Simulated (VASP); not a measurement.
## InPd: relaxation of cell and atoms with rev-vdW-DF2

The system is InPd.

```
In Pd
1.0
     0.00000    2.74607    2.74607
     2.74607    0.00000    2.74607
     2.74607    2.74607    0.00000
In Pd
1 1
Direct
  0.00000 0.00000 0.00000
  0.50000 0.50000 0.50000
```

The cell was built by a generator and needn't be a form met in nature.

| Item | Value |
| --- | --- |
| Program | VASP 6.6.1 |
| Task | relaxation of cell and atoms |
| Functional | rev-vdW-DF2 |
| Potentials or basis | VASP PAW PBE potentials, release 64 (In_d, Pd) |
| Cutoff | 600 eV |
| k mesh | 8 × 8 × 8 |
| Occupations | fermi-dirac, width 0.05 eV |
| Spin | no spin polarisation |
| Further INCAR settings | ALGO = Fast; EDIFF = 1e-07; IBRION = 2; EDIFFG = -0.005; NSW = 60; ISIF = 3 |

| Item | Value |
| --- | --- |
| Relaxed volume | 20.23 Å³/atom |
| Relaxed cell | a = 3.853 Å, b = 3.853 Å, c = 3.853 Å, α = 60.00°, β = 60.00°, γ = 60.00° |
| Space group after relaxing (to 0.05 Å) | Fm-3m (No. 225) |
| Energy gained by relaxing | 3.1 meV/atom |
| Ionic steps | 3 |
| Pressure after relaxing | 0.0 GPa |
| Band gap on the k mesh | none (metal or under the smearing width) |

Step by step:
| step | energy change (eV) | largest force (eV/Å) | pressure (GPa) | volume (Å³) |
| --- | --- | --- | --- | --- |
| 1 | 0.0000 | 0.0000 | -2.05 | 41.42 |
| 2 | -0.0035 | 0.0000 | 1.47 | 39.85 |
| 3 | -0.0063 | 0.0000 | 0.01 | 40.46 |

Final structure:
```
CELL_PARAMETERS angstrom
0.00000 2.72473 2.72473
2.72473 0.00000 2.72473
2.72473 2.72473 0.00000
ATOMIC_POSITIONS crystal
In 0.00000 0.00000 0.00000
Pd 0.50000 0.50000 0.50000
```

Levels at points of the mesh, in eV from the Fermi level:
```csv
k point,band 9,band 10,band 11,band 12,band 13,band 14
"(0.00, 0.00, 0.00)",-2.91,-2.65,-2.65,5.42,5.42,5.42
"(0.50, 0.00, 0.00)",-3.69,-2.53,-2.53,-1.43,7.40,7.40
"(0.50, 0.50, 0.00)",-2.44,-2.31,-2.31,-0.03,1.44,1.44
```

Wall time 2.5 min on 1 thread of AMD EPYC 9R45 (Zen 5) (shared host), peak memory 0.37 GiB.

Caveat: the PAW data sets were made with another functional, which shifts forces and pressure a little.
